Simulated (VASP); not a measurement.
# GaSb (F-43m) in VASP: notebook, part 2 of 2

VASP 6.6.1.

### Step 3. Relaxation of the atoms, PBE (a relaxed cell with its volume scaled by 1.02)

Contents of INCAR:

```
  PREC = Accurate
  ENCUT = 600
  EDIFF = 1E-7
  ISMEAR = 0
  SIGMA = 0.03
  LREAL = False
  LASPH = True
  NELM = 80
  ALGO = Fast
  ISIF = 2
  LWAVE = False
  LCHARG = False
  GGA = PE
  IBRION = 2
  NSW = 40
  EDIFFG = -0.01
```

Contents of KPOINTS:

```
Automatic mesh
0
Gamma
  10 10 10
```

Contents of POSCAR:

```
GaSb                                    
1.0
    0.0000000000      3.1290158683      3.1290158683
    3.1290158683      0.0000000000      3.1290158683
    3.1290158683      3.1290158683      0.0000000000
  Ga              Sb            
     1     1
Direct
     0.0000000000000000    0.0000000000000000    0.0000000000000000
     0.2500000000000000    0.2500000000000000    0.2500000000000000
```

Potentials or basis: VASP PAW PBE potentials, release 64 (Ga_d, Sb).

Command:

```sh
cat potpaw_PBE.64/Ga_d/POTCAR potpaw_PBE.64/Sb/POTCAR > POTCAR
mpirun -np 1 vasp_std > vasp.out
```

OUTCAR:

```text
PREC = Accurate
   ENCUT = 600
   EDIFF = 1E-7
   ISMEAR = 0
   LREAL = False
   LASPH = True
   NELM = 80
   ISIF = 2
   GGA = PE
   IBRION = 2
   NSW = 40
   EDIFFG = -0.01

 ion  position               nearest neighbor table
   1  0.000  0.000  0.000-   2 2.71   2 2.71   2 2.71   2 2.71
   2  0.250  0.250  0.250-   1 2.71   1 2.71   1 2.71   1 2.71

  LATTYP: Found a face centered cubic cell.
 ALAT       =     6.2580317366

  Lattice vectors:

 A1 = (   0.0000000000,   3.1290158683,   3.1290158683)
 A2 = (   3.1290158683,   0.0000000000,   3.1290158683)
 A3 = (   3.1290158683,   3.1290158683,   0.0000000000)

Analysis of symmetry for initial positions (statically):
=====================================================================
 Subroutine PRICEL returns:
 Original cell was already a primitive cell.

 Routine SETGRP: Setting up the symmetry group for a
 face centered cubic supercell.

 Subroutine GETGRP returns: Found 24 space group operations
 (whereof 24 operations were pure point group operations)
 out of a pool of 48 trial point group operations.

The static configuration has the point symmetry T_d .

Analysis of symmetry for dynamics (positions and initial velocities):
=====================================================================
 Subroutine PRICEL returns:
 Original cell was already a primitive cell.

 Routine SETGRP: Setting up the symmetry group for a
 face centered cubic supercell.

 Subroutine GETGRP returns: Found 24 space group operations
 (whereof 24 operations were pure point group operations)
 out of a pool of 48 trial point group operations.

The dynamic configuration has the point symmetry T_d .

 Subroutine INISYM returns: Found 24 space group operations
 (whereof 24 operations are pure point group operations),
 and found     1 'primitive' translations

----------------------------------------------------------------------------------------

                                     Primitive cell

  volume of cell :      61.2708

  direct lattice vectors                    reciprocal lattice vectors
     0.000000000  3.129015868  3.129015868    -0.159794651  0.159794651  0.159794651
     3.129015868  0.000000000  3.129015868     0.159794651 -0.159794651  0.159794651
     3.129015868  3.129015868  0.000000000     0.159794651  0.159794651 -0.159794651

  length of vectors
     4.425096678  4.425096678  4.425096678     0.276772455  0.276772455  0.276772455

  position of ions in fractional coordinates (direct lattice)
     0.000000000  0.000000000  0.000000000
     0.250000000  0.250000000  0.250000000

  ion indices of the primitive-cell ions
   primitive index   ion index
                 1           1
                 2           2

----------------------------------------------------------------------------------------

 KPOINTS: Automatic mesh

Automatic generation of k-mesh.
 Grid dimensions read from file:
 generate k-points for:   10   10   10

 Generating k-lattice:

  Cartesian coordinates                     Fractional coordinates (reciprocal lattice)
    -0.015979465  0.015979465  0.015979465     0.100000000  0.000000000  0.000000000
     0.015979465 -0.015979465  0.015979465     0.000000000  0.100000000  0.000000000
[... 42 lines left out ...]
   total plane-waves  NPLWV =  46656
   dimension x,y,z NGX =    36 NGY =   36 NGZ =   36
   dimension x,y,z NGXF=    72 NGYF=   72 NGZF=   72
   ions per type =               1   1
   NGX,Y,Z   is equivalent  to a cutoff of  13.52, 13.52, 13.52 a.u.
   NGXF,Y,Z  is equivalent  to a cutoff of  27.05, 27.05, 27.05 a.u.
 SYSTEM =  unknown system
   PREC   = accura    normal or accurate (medium, high low for compatibility)
   ISTART =      0    job   : 0-new  1-cont  2-samecut
   ICHARG =      2    charge: 1-file 2-atom 10-const
   ISPIN  =      1    spin polarized calculation?
   LNONCOLLINEAR =      F non collinear calculations
   LSORBIT =      F    spin-orbit coupling
   LASPH  =      T    aspherical Exc in radial PAW
   ENCUT  =  600.0 eV  44.10 Ry    6.64 a.u.   8.84  8.84  8.84*2*pi/ulx,y,z
   NELM   =     80;   NELMIN=  2; NELMDL= -5     # of ELM steps
   EDIFF  = 0.1E-06   stopping-criterion for ELM
   LREAL  =      F    real-space projection
   EDIFFG = -.1E-01   stopping-criterion for IOM
   NSW    =     40    number of steps for IOM
   IBRION =      2    ionic relax: 0-MD 1-quasi-New 2-CG
   NFREE  =      1    steps in history (QN), initial steepest desc. (CG)
   ISIF   =      2    stress and relaxation
   ISYM   =      2    0-nonsym 1-usesym 2-fastsym
   POTIM  = 0.5000    time-step for ionic-motion
   TEBEG  =    0.0;   TEEND  =   0.0 temperature during run
   PSTRESS=    0.0 pullay stress
   NELECT =      18.0000    total number of electrons
   NUPDOWN=      -1.0000    fix difference up-down
   EMIN   =  10.00;   EMAX   =-10.00  energy-range for DOS
   EFERMI =   0.00;   METHOD = LEGACY
   ISMEAR =     0;   SIGMA  =   0.03  broadening in eV -4-tet -1-fermi 0-gaus
   EFERMI_NEDOS =   21; number of points for ismear=-14 and -15
   IALGO  =     68    algorithm
   IMIX   =      4    mixing-type and parameters
     AMIX     =   0.40;   BMIX     =  1.00
     AMIX_MAG =   1.60;   BMIX_MAG =  1.00
  volume/ion in A,a.u.               =      30.64       206.74
  Fermi-wavevector in a.u.,A,eV,Ry     =   1.088298  2.056585 16.114644  1.184393
  Thomas-Fermi vector in A             =   2.224477
   LORBIT       =      0    0 simple, 1 ext, 2 COOP (PROOUT), +10 PAW based schemes
   GGA     = PE    functional components
   LHFCALC =     F    Hartree Fock is set to
   AEXX    =    0.0000 exact exchange contribution
   IVDW    =     0    specifies the selected vdW correction
   LEPSILON=     F    determine dielectric tensor
   LRPA    =     F    only Hartree local field effects (RPA)
 conjugate gradient relaxation of ions
 non-spin polarized calculation
 RMM-DIIS sequential band-by-band and
 Gauss-broadening in eV      SIGMA  =   0.03
  energy-cutoff  :      600.00
  volume of cell :       61.27
 maximum number of plane-waves:      2085
   NGX = 17   NGY = 17   NGZ = 17

 number of electron      17.9999995 magnetization

 Free energy of the ion-electron system (eV)
  ---------------------------------------------------
  ext. energy  EPLUGINS =         0.00000000
  ---------------------------------------------------
  free energy    TOTEN  =        -7.36825729 eV

  energy without entropy =       -7.36821101  energy(sigma->0) =       -7.36823415

 E-fermi :   4.2100     XC(G=0):  -8.7957

 val. band max:        4.2008947007   @ k =   0.0000   0.0000   0.0000
 cond. band min:       4.4709720337   @ k =   0.5000   0.0000   0.0000
 fundamental gap:      0.2700773330
 Fermi energy:         4.2100314440

 k-point     1 :       0.0000    0.0000    0.0000
  band No.  band energies     occupation
      1     -10.7136      2.00000
      2     -10.7136      2.00000
      3     -10.7136      2.00000
      4     -10.6735      2.00000
      5     -10.6735      2.00000
      6      -6.8240      2.00000
      7       3.7677      2.00000
      8       4.2009      1.33336
      9       4.2009      1.33332
     10       4.2009      1.33332
     11       6.9925      0.00000
     12       6.9925      0.00000
     13       6.9925      0.00000
[... 354 lines left out ...]
  band No.  band energies     occupation
      1     -10.7410      2.00000
      2     -10.6992      2.00000
      3     -10.6988      2.00000
      4     -10.6796      2.00000
      5     -10.6709      2.00000
      6      -5.3645      2.00000
      7      -1.2295      2.00000
      8       1.9338      2.00000
      9       2.2178      2.00000
     10       5.4948      0.00000
     11       6.4979      0.00000
     12      10.1458      0.00000
     13      10.6465      0.00000

 [... further k-points ...]

------------------------ aborting loop because EDIFF is reached ----------------------------------------

  FORCE on cell =-STRESS in cart. coord.  units (eV):
  Direction    XX          YY          ZZ          XY          YZ          ZX
  --------------------------------------------------------------------------------------
  -------------------------------------------------------------------------------------
  Total       -0.3334026     -0.3334026     -0.3334026      0.0000000      0.0000000     -0.0000000
  in kB       -8.7181894     -8.7181894     -8.7181894      0.0000000      0.0000000     -0.0000000
  external PRESSURE =      -8.7181894 kB  Pullay stress =       0.0000000 kB

 VOLUME and BASIS-vectors are now :
 -----------------------------------------------------------------------------
  energy-cutoff  :      600.00
  volume of cell :       61.27
      direct lattice vectors                 reciprocal lattice vectors
     0.000000000  3.129015868  3.129015868    -0.159794651  0.159794651  0.159794651
     3.129015868  0.000000000  3.129015868     0.159794651 -0.159794651  0.159794651
     3.129015868  3.129015868  0.000000000     0.159794651  0.159794651 -0.159794651

 POSITION                                       TOTAL-FORCE (eV/Angst)
 -----------------------------------------------------------------------------------
      0.00000      0.00000      0.00000        -0.000000     -0.000000     -0.000000
      1.56451      1.56451      1.56451         0.000000      0.000000      0.000000
 -----------------------------------------------------------------------------------
    total drift:                                0.000001      0.000001      0.000001

  FREE ENERGIE OF THE ION-ELECTRON SYSTEM (eV)
  ---------------------------------------------------
  free  energy   TOTEN  =        -7.3682572865 eV

  energy  without entropy=       -7.3682110078  energy(sigma->0) =       -7.36823415

 reached required accuracy - stopping structural energy minimisation
```

OSZICAR:

```text
N       E                     dE             d eps       ncg     rms          rms(c)
DAV:   1     0.790702365447E+02    0.79070E+02   -0.93689E+03  1222   0.179E+03
DAV:   2    -0.163346824531E+01   -0.80704E+02   -0.78431E+02  1312   0.320E+02
DAV:   3    -0.730798157891E+01   -0.56745E+01   -0.56514E+01  1537   0.741E+01
DAV:   4    -0.741040503255E+01   -0.10242E+00   -0.10235E+00  1403   0.109E+01
DAV:   5    -0.741324334589E+01   -0.28383E-02   -0.28382E-02  1602   0.158E+00    0.292E+00
RMM:   6    -0.737627881940E+01    0.36965E-01   -0.62011E-02  1339   0.308E+00    0.175E+00
RMM:   7    -0.736669857586E+01    0.95802E-02   -0.44399E-02  1241   0.185E+00    0.278E-01
RMM:   8    -0.736767490279E+01   -0.97633E-03   -0.10869E-02  1411   0.106E+00    0.696E-02
RMM:   9    -0.736817384612E+01   -0.49894E-03   -0.17135E-03  1336   0.450E-01    0.240E-02
RMM:  10    -0.736821568339E+01   -0.41837E-04   -0.36865E-04  1474   0.213E-01    0.197E-02
RMM:  11    -0.736825433795E+01   -0.38655E-04   -0.12205E-04  1355   0.117E-01    0.414E-03
RMM:  12    -0.736825654421E+01   -0.22063E-05   -0.25387E-05  1640   0.535E-02    0.232E-03
RMM:  13    -0.736825714958E+01   -0.60537E-06   -0.36687E-06  1558   0.225E-02    0.677E-04
RMM:  14    -0.736825727651E+01   -0.12693E-06   -0.10194E-06  1290   0.115E-02    0.750E-04
RMM:  15    -0.736825728652E+01   -0.10007E-07   -0.17133E-07   843   0.607E-03
   1 F= -.73682573E+01 E0= -.73682341E+01  d E =-.736826E+01
```

CONTCAR:

```text
GaSb
   1.00000000000000
     0.0000000000000000    3.1290158682999998    3.1290158682999998
     3.1290158682999998    0.0000000000000000    3.1290158682999998
     3.1290158682999998    3.1290158682999998    0.0000000000000000
  Ga              Sb
     1     1
Direct
     0.0000000000000000    0.0000000000000000    0.0000000000000000
     0.2500000000000000    0.2500000000000000    0.2500000000000000

  0.00000000E+00  0.00000000E+00  0.00000000E+00
  0.00000000E+00  0.00000000E+00  0.00000000E+00
```

It took 20 s on 1 thread of Intel Xeon 6975P-C (Granite Rapids), shared host; peak memory 0.23 GiB.

What came out:

```yaml
Free_energy: -7.3683 eV
Pressure_after_relaxing: -0.9 GPa
Band_gap_on_the_k_mesh: none (metal or under the smearing width)
```

Final structure:
```
Ga Sb
1.0
     0.00000    3.12902    3.12902
     3.12902    0.00000    3.12902
     3.12902    3.12902    0.00000
Ga Sb
1 1
Direct
  0.00000 0.00000 0.00000
  0.25000 0.25000 0.25000
```

Levels at points of the mesh, in eV from the Fermi level:
```csv
k point,band 5,band 6,band 7,band 8,band 9,band 10,band 11,band 12,band 13
"(0.00, 0.00, 0.00)",-14.88,-11.03,-0.44,-0.01,-0.01,-0.01,2.78,2.78,2.78
"(0.50, 0.00, 0.00)",-14.88,-9.58,-6.06,-1.06,-1.06,0.26,3.73,3.73,6.49
"(0.50, 0.50, 0.00)",-14.88,-8.85,-6.52,-2.35,-2.35,0.96,1.37,8.24,8.28
```

Caveat: the relaxation stopped at its first step, so nothing moved. Spin-orbit coupling is left out, which matters for the levels of Sb.

### Step 4. Against experiment

Step 2. A measured gap of GaSb is 0.811 eV (direct; 4.2 K; a printed reference work, data compilation); the calculated 0.00 eV misses it by -0.81 eV. Spin-orbit coupling on Ga, Sb is left out. The value is that of PBE on a finite k mesh, which can miss the band edges, without temperature or zero-point motion. Semilocal functionals fall short of measured gaps as a rule.
